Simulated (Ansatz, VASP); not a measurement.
GaN in VASP and in Ansatz

```
CELL_PARAMETERS angstrom
0.00000 2.19768 2.30220
2.19768 0.00000 2.30220
2.19768 2.19768 0.00000
ATOMIC_POSITIONS crystal
Ga 0.00000 0.00000 0.00000
N 0.25000 0.25000 0.25000
```

Change from the starting cell: epitaxial_xy strain -2.3%.

Alike in both runs: task single point; functional PBE; k mesh 10 × 10 × 10; occupations fermi-dirac, width 0.02 eV; no spin polarisation.

```csv
,VASP,Ansatz
version,VASP 6.6.1,Ansatz 0.2.0
potentials or method,"VASP PAW PBE potentials, release 64 (Ga_d, N)","plane waves, PAW"
plane-wave cutoff (eV),520,420
valence electrons in the cell,18,18
```

|  | VASP | Ansatz | Ansatz less VASP |
| --- | --- | --- | --- |
| gap on the k mesh at the Fermi level (eV) | 1.82 | 1.81 | -0.010 |
| pressure (GPa) | 10.8 | 10.8 | -0.03 |
| largest component of the traceless stress (GPa) | 4.11 | 4.09 | -0.018 |

With one functional, cell and mesh, what is left measures potentials, basis and numerics.
